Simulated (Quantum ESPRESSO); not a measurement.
## BaTiO3 under changes of volume

One of the cells (12.840 Å³/atom); the others are scaled copies at fixed shape and fractional positions:

```
Ba Ti O
1.0
     2.82737    1.63238    2.31839
    -2.82737    1.63238    2.31839
     0.00000   -3.26476    2.31839
Ba Ti O
1 1 3
Direct
  0.00000 0.00000 0.00000
  0.48450 0.48450 0.48450
  0.50860 0.01750 0.50860
  0.01750 0.50860 0.50860
  0.50860 0.50860 0.01750
```

- Program: Quantum ESPRESSO 7.5
- Functional: LDA
- Potentials or basis: GBRV 1.5 LDA
- Cutoff: 612 eV
- Density cutoff: 4898 eV
- k mesh: 7 × 7 × 7
- Occupations: fermi-dirac, width 0.05 eV
- Spin: no spin polarisation

```tsv
volume (Å³/atom)	energy over the lowest point (meV/atom)	pressure (GPa)	gap on the mesh (eV)
12.070	9.52	7.2	2.56
12.327	1.41	2.7	2.51
12.583	0.00	-1.2	2.45
12.840	4.61	-4.8	2.40
13.097	14.58	-7.9	2.35
13.354	?	?	?
13.611	48.39	-13.3	2.25
```

Task: What does the run at 13.354 Å³/atom give?

Result: Energy over the lowest point 29.35 meV/atom; pressure -10.7 GPa; gap on the mesh 2.30 eV.

Worked out: A Birch-Murnaghan fit of order 3 (a polynomial in V^(-2/3)) to the other rows has its minimum at 12.51 Å³/atom with B0 = V·E''(V) = 188 GPa and B' = 4.5 at fixed shape and positions, which overstates the stiffness. It gives 29.34 meV/atom at 13.354 Å³/atom, against the run's 29.35, and -dE/dV = -10.6 GPa, against -10.7. A straight line through the other rows of the gap, of slope -2.59 eV per unit of ln V, gives 2.30 eV, against the run's 2.30.

Energies are extrapolated to zero smearing.

Caveats: spin-orbit coupling is left out, which moves the levels of the heavy elements; an odd mesh through Γ misses points on the zone boundary, where band edges often lie.
